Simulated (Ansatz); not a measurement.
# PbSe: the cost of one run

Method: DFT PBEsol, scalar-relativistic, plane waves, PAW, in Ansatz 0.2.0.

2 further runs of the same task are left out: 1 that didn't finish, 1 set aside as unsound or not needed.

### Step 1. Starting point

It takes space group Fm-3m (No. 225, cubic). The conventional cell has a = 6.124 Å, b = 6.124 Å, c = 6.124 Å, α = 90.00°, β = 90.00°, γ = 90.00°. Pb (site symmetry m-3m) is surrounded by 6 Se at 3.06 Å. Se (site symmetry m-3m) has 6 Pb at 3.06 Å as nearest neighbours.

Coordinates:

```cif
data_structure
_symmetry_space_group_name_H-M 'P 1'
_symmetry_Int_Tables_number 1
_cell_length_a 4.3305
_cell_length_b 4.3305
_cell_length_c 4.3305
_cell_angle_alpha 60.000
_cell_angle_beta 60.000
_cell_angle_gamma 60.000
_cell_volume 57.43
loop_
_atom_site_label
_atom_site_type_symbol
_atom_site_fract_x
_atom_site_fract_y
_atom_site_fract_z
_atom_site_occupancy
Pb1 Pb 0.00000 0.00000 0.00000 1
Se1 Se 0.50000 0.50000 0.50000 1
```

The structure comes from the Crystallography Open Database.

### Step 2. Another functional, on a distorted cell: PBEsol

Against the listed cell: strain xx, yy, zz, yz, xz, xy = +2.7, +2.7, +2.7, +0.0, +0.0, +0.0 %.

Input file input.yaml:

```yaml
crystal:
  lattice:
    - [0.0, 3.146297882, 3.146297882]
    - [3.146297882, 0.0, 3.146297882]
    - [3.146297882, 3.146297882, 0.0]
  atoms:
    - { symbol: Pb, position: [0.0, 0.0, 0.0] }
    - { symbol: Se, position: [0.5, 0.5, 0.5] }
basis:
  ecutwfc: 420
kpoints:
  mp_grid: { grid: [10, 10, 10] }
hamiltonian:
  xc: pbesol
scf:
  occupations: { method: gaussian, width: 0.05 }
output:
  forces: true
  stress: true
  eigenvalues: true
```

On the command line:

```bash
$ ansatz run input.yaml --threads 1 --pin off --max-ram 1331MiB --backend cpu --events-out ev --progress --plain --runs-dir out
```

**Question.** How long does this run take on 1 thread of an x86-64 CPU, shared host, and how much memory does it need?

About 8.9 s, with a peak of 0.38 GiB.
